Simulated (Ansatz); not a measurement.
# AlN: the cost of one run

Computed with Ansatz 0.2.0 (DFT PBE, scalar-relativistic, plane waves, PAW, unless a step's input says otherwise).

41 further runs of the same task are left out: 41 set aside as unsound or not needed.

### Step 1. The starting structure

The structure is hexagonal, space group P6_3/mmc (No. 194). The conventional cell has a = 3.313 Å, b = 3.313 Å, c = 4.188 Å, α = 90.00°, β = 90.00°, γ = 120.00°. Around Al (site symmetry -6m2) lie 5 N at 1.91 to 2.09 Å. N (site symmetry -6m2) has 5 Al at 1.91 to 2.09 Å as nearest neighbours.

As a file:

```
Al N
1.0
     3.31348    0.00000    0.00000
    -1.65674    2.86956    0.00000
     0.00000    0.00000    4.18759
Al N
2 2
Direct
  0.33333 0.66667 0.75000
  0.66667 0.33333 0.25000
  0.33333 0.66667 0.25000
  0.66667 0.33333 0.75000
```

It goes back to an entry of the Materials Project, which need not be the stable form.

It is the result of an earlier relaxation at this level (volume 9.95 Å³/atom; gap on the mesh: 3.25 eV).

### Step 2. The scan

The energy is mapped over the lattice constants a and c of the conventional cell.

First coordinate, lattice constant a (and b): 9 values from 3.148 to 3.479 Å. Second coordinate, lattice constant c: 9 values from 3.685 to 4.690 Å.

Nothing else is relaxed (symmetry fixes all fractional coordinates). Energies count from the relaxed crystal. Points are written as (first, second).

### Step 3. Point (3.272 Å, 3.685 Å)

Input file input.yaml:

```yaml
crystal:
  lattice:
    - [3.2721, 0.0, 0.0]
    - [-1.63605, 2.8337217237, 0.0]
    - [0.0, 0.0, 3.6851]
  atoms:
    - { symbol: Al, position: [0.3333333333, 0.6666666667, 0.75] }
    - { symbol: Al, position: [0.6666666667, 0.3333333333, 0.25] }
    - { symbol: "N", position: [0.3333333333, 0.6666666667, 0.25] }
    - { symbol: "N", position: [0.6666666667, 0.3333333333, 0.75] }
basis:
  ecutwfc: 520.0
kpoints:
  mp_grid: { grid: [9, 9, 6] }
hamiltonian:
  xc: pbe
  pseudopotentials: { kind: paw, azcp: { folder: soft_1 } }
scf:
  occupations: { method: gaussian, width: 0.05 }
output:
  forces: true
  stress: true
  eigenvalues: true
```

Started as:

```
> ansatz run input.yaml --threads 1 --pin off --max-ram 2048MiB --backend cpu --events-out ev --progress --plain --runs-dir out
```

Q: Estimate wall time and peak memory on 1 thread of Arm Neoverse N1, shared host.

About 3.7 s, with a peak of 0.29 GiB.
